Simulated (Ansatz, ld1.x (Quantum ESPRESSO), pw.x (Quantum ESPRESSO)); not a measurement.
**What a changed setting does to a pw.x run (bcc Ni)**

Potential: PAW, ld1.x (Quantum ESPRESSO) 7.5, PBE; core [Ne], reference 3s2 3p6 3d8 4s2 4p0; waves: 3s (bound): rcut 1.00, rcutus 1.20 bohr; 4s (bound): rcut 1.00, rcutus 1.20 bohr; 3p (bound): rcut 1.10, rcutus 1.20 bohr; 4p (bound, empty): rcut 1.10, rcutus 1.20 bohr; 3d (bound): rcut 1.70, rcutus 1.90 bohr; 3d channel at 1.15 Ry: rcut 1.70, rcutus 1.90 bohr; local part: all-electron potential smoothed inside 1.85 bohr (lloc = -1); core correction: Bessel-smoothed model core inside 0.95 bohr; augmentation: BESSEL, radius 0.95 bohr.

The reference run (k-mesh 16³, cutoffs 135/900 Ry, Fermi–Dirac 0.01 Ry, mixing_beta 0.4, conv_thr 1e-9, no spin) gives 0.70 GPa at 10.983 Å³/atom, where all-electron LAPW gives -0.48 GPa. This run, with its own iteration cap, changes degauss to 0.002.

```
&control
  calculation='scf', prefix='x', pseudo_dir='./', outdir='./tmp', tstress=.true., disk_io='none'
/
&system
  ibrav=0, nat=1, ntyp=1, ecutwfc=135, ecutrho=900, nbnd=17,
  occupations='smearing', smearing='fd', degauss=0.002
/
&electrons
  conv_thr=1e-09, mixing_beta=0.4, electron_maxstep=60
/
ATOMIC_SPECIES
Ni 1.0 Ni.UPF
CELL_PARAMETERS angstrom
  -1.40029756 1.40029756 1.40029756
  1.40029756 -1.40029756 1.40029756
  1.40029756 1.40029756 -1.40029756
ATOMIC_POSITIONS crystal
Ni 0.0000 0.0000 0.0000
K_POINTS automatic
16 16 16 0 0 0
```

```bash
pw.x < Ni.scf.in > Ni.scf.out
```

How does the run end?

It converges in 10 iterations; the free energy moves by +63.8 meV/atom and the pressure by -1.19 GPa. In a metal, with Fermi–Dirac smearing, F lies below its zero-width value by a term in the square of the width.

```
Message from routine setup:
     using ibrav=0 with symmetry is DISCOURAGED, use correct ibrav instead
     lattice parameter (alat)  =       4.5833  a.u.
     unit-cell volume          =      74.1170 (a.u.)^3
     number of electrons       =        18.00
     number of Kohn-Sham states=           17
     kinetic-energy cutoff     =     135.0000  Ry
     charge density cutoff     =     900.0000  Ry
     scf convergence threshold =      1.0E-09
     Exchange-correlation= SLA  PW   PBX  PBC
     number of k points=   145  Fermi-Dirac smearing, width (Ry)=  0.0020
     iteration #  1     ecut=   135.00 Ry     beta= 0.40
     total energy              =    -429.15595784 Ry
     estimated scf accuracy    <       0.01651208 Ry
     iteration #  2     ecut=   135.00 Ry     beta= 0.40
     total energy              =    -429.15620453 Ry
     estimated scf accuracy    <       0.00544731 Ry
     iteration #  3     ecut=   135.00 Ry     beta= 0.40
     total energy              =    -429.15625000 Ry
     estimated scf accuracy    <       0.00017041 Ry
     iteration #  4     ecut=   135.00 Ry     beta= 0.40
     total energy              =    -429.15628804 Ry
     estimated scf accuracy    <       0.00000892 Ry
     iteration #  5     ecut=   135.00 Ry     beta= 0.40
     total energy              =    -429.15629087 Ry
     estimated scf accuracy    <       0.00000405 Ry
     iteration #  6     ecut=   135.00 Ry     beta= 0.40
     total energy              =    -429.15629171 Ry
     estimated scf accuracy    <       0.00000003 Ry
     iteration #  7     ecut=   135.00 Ry     beta= 0.40
     total energy              =    -429.15629197 Ry
     estimated scf accuracy    <       0.00000001 Ry
     iteration #  8     ecut=   135.00 Ry     beta= 0.40
     total energy              =    -429.15629202 Ry
     estimated scf accuracy    <          9.1E-09 Ry
     iteration #  9     ecut=   135.00 Ry     beta= 0.40
     total energy              =    -429.15629205 Ry
     estimated scf accuracy    <       0.00000001 Ry
     iteration # 10     ecut=   135.00 Ry     beta= 0.40
     the Fermi energy is    16.2808 ev
!    total energy              =    -429.15629207 Ry
     estimated scf accuracy    <          8.0E-10 Ry
     smearing contrib. (-TS)   =      -0.00050263 Ry
     convergence has been achieved in  10 iterations
          total   stress  (Ry/bohr**3)                   (kbar)     P=       -4.95
     Message from routine punch:
     Nothing written, as per user request (disk_io='none')
```

The run took about 1.9 min on one core of a shared server CPU.
